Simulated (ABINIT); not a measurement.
A calculation with ABINIT 10.8.3 (patched build) of SrO (ASE script, structure from a P1 CIF):

run.py

```python
import json, os
import numpy as np
from ase.units import GPa
from ase.calculators.abinit import Abinit, AbinitProfile
from ase.io import read

atoms = read('SrO.cif')

profile = AbinitProfile(command='abinit', pp_paths=[os.path.abspath('pseudos')])
params = dict(
    pps='pawxml', xc='PBE',
    ecut=625.8619,
    pawecutdg=1224.5124,
    kptopt=4,
    ngkpt=[9, 9, 9],
    nshiftk=1,
    shiftk=[0.0, 0.0, 0.0],
    ixc=-106131,
    vdw_xc=7,
    nband=24,
    occopt=7,
    tsmear=0.05,
    nspinor=2,
    nspden=1,
    pawspnorb=1,
    nstep=100,
    tolvrs=1e-09,
    prtwf=0,
    prtden=0,
)

atoms.calc = Abinit(profile=profile, directory='run', **params)
energy = atoms.get_potential_energy()
forces = atoms.get_forces()
stress = atoms.get_stress()
print(f'energy {energy:.6f} eV')
print('forces (eV/A)')
print(np.round(forces, 5))
print('stress (GPa, Voigt, tension positive)', np.round(stress / GPa, 4))
json.dump(dict(energy=energy, forces=forces.tolist(), stress=stress.tolist(), cell=atoms.cell.tolist(), frac=atoms.get_scaled_positions(wrap=False).tolist()), open('results.json', 'w'))
```

File SrO.cif:

```cif
data_SrO
_cell_length_a 3.62929627
_cell_length_b 3.62929627
_cell_length_c 3.62929627
_cell_angle_alpha 60.00000000
_cell_angle_beta 60.00000000
_cell_angle_gamma 60.00000000
_space_group_name_H-M_alt 'P1'
_space_group_name_Hall 'P 1'
_space_group_IT_number 1
loop_
_space_group_symop_operation_xyz
'x,y,z'
loop_
_atom_site_label
_atom_site_type_symbol
_atom_site_symmetry_multiplicity
_atom_site_Wyckoff_symbol
_atom_site_fract_x
_atom_site_fract_y
_atom_site_fract_z
_atom_site_occupancy
Sr1 Sr 1 a 0.5000000000 0.5000000000 0.5000000000 1
O1 O 1 a 0.0000000000 0.0000000000 0.0000000000 1
```

Potentials or basis: JTH PAW PBE v2.0.

Command:

```bash
$ python run.py
```

Task: Write the same calculation in another form: native input, structure from a POSCAR.

Result: As run:

Contents of run.abi:

```
# Pseudopotentials
pp_dirpath "./"
pseudos "Sr.GGA_PBE-JTH.xml, O.GGA_PBE-JTH.xml"

# Structure
structure "poscar:POSCAR"
natom 2

# Plane-wave basis
ecut 23.0
pawecutdg 45.0

# k points
kptopt 4
ngkpt 9 9 9
nshiftk 1
shiftk 0.0 0.0 0.0

# Exchange and correlation
ixc -106131
vdw_xc 7

# Bands and occupations
nband 24
occopt 7
tsmear 0.00183747

# Spin
nspinor 2
nspden 1
pawspnorb 1

# SCF cycle
nstep 100
tolvrs 1.0e-9

# Output
iomode 3
prtwf 0
prtden 0
prteig 0
prtebands 0
enunit 1
```

Contents of POSCAR:

```
SrO
1.0
    0.0000000000      2.5663000000      2.5663000000
    2.5663000000      0.0000000000      2.5663000000
    2.5663000000      2.5663000000      0.0000000000
Sr O
1 1
Direct
    0.5000000000      0.5000000000      0.5000000000  Sr
    0.0000000000      0.0000000000      0.0000000000  O
```

Potentials or basis: JTH PAW PBE v2.0.

Launch:

```bash
$ abinit run.abi > log 2>&1
```

Both were run:

|  | ASE script, structure from a P1 CIF | native input, structure from a POSCAR |
| --- | --- | --- |
| Pressure | 0.1 GPa | 0.1 GPa |
| Band gap on the k mesh | 3.48 eV, indirect (least direct gap 3.54 eV) | 3.48 eV, indirect (least direct gap 3.54 eV) |
| Valence electrons inside the program's atomic spheres | Sr 7.36; O 4.54 | Sr 7.36; O 4.54 |

Keys that steer only the numerical path or the files written may differ.

Caveat: the PAW data sets were made with another functional, which shifts forces and pressure a little; an odd mesh through Γ misses points on the zone boundary, where band edges often lie.
